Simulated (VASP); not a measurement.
Ru, 2 atoms in the cell. The structure is hexagonal, space group P6_3/mmc (No. 194). The conventional cell has a = 2.675 Å, b = 2.675 Å, c = 4.235 Å, α = 90.00°, β = 90.00°, γ = 120.00°. Around Ru (site symmetry -6m2) lie 12 Ru at 2.62 to 2.67 Å. 

```yaml
Program: VASP 6.6.1
Task: phonons
Functional: LDA
Potentials_or_basis: VASP PAW LDA potentials, release 64 (Ru_pv)
Cutoff: 600 eV
k_mesh: 30 × 30 × 16
Occupations: methfessel-paxton, width 0.2 eV
Spin: no spin polarisation
By_perturbation_theory: no
Further_INCAR_settings: ALGO = Fast; EDIFF = 1e-08; IBRION = 6; POTIM = 0.015; NSW = 1
```

Potentials or basis: VASP PAW LDA potentials, release 64 (Ru_pv).

Command:

```bash
$ cat potpaw_LDA.64/Ru_pv/POTCAR > POTCAR
$ cp INCAR.step1 INCAR
$ mpirun -np 2 vasp_std > vasp.out
$ cp CONTCAR POSCAR
$ cp INCAR.step2 INCAR
$ mpirun -np 2 vasp_std > vasp.out
```

Hardware: 2 MPI ranks on Intel(R) Xeon(R) Platinum 8488C (Sapphire Rapids), with other jobs on the host.

Task: How long does it take, and how much memory?

Result: Run time: 32 min on 2 MPI ranks on Intel(R) Xeon(R) Platinum 8488C (Sapphire Rapids), on a shared host, peak memory 2.9 GiB a rank. Counts: scf iterations 62, k points 819, ion steps 5.
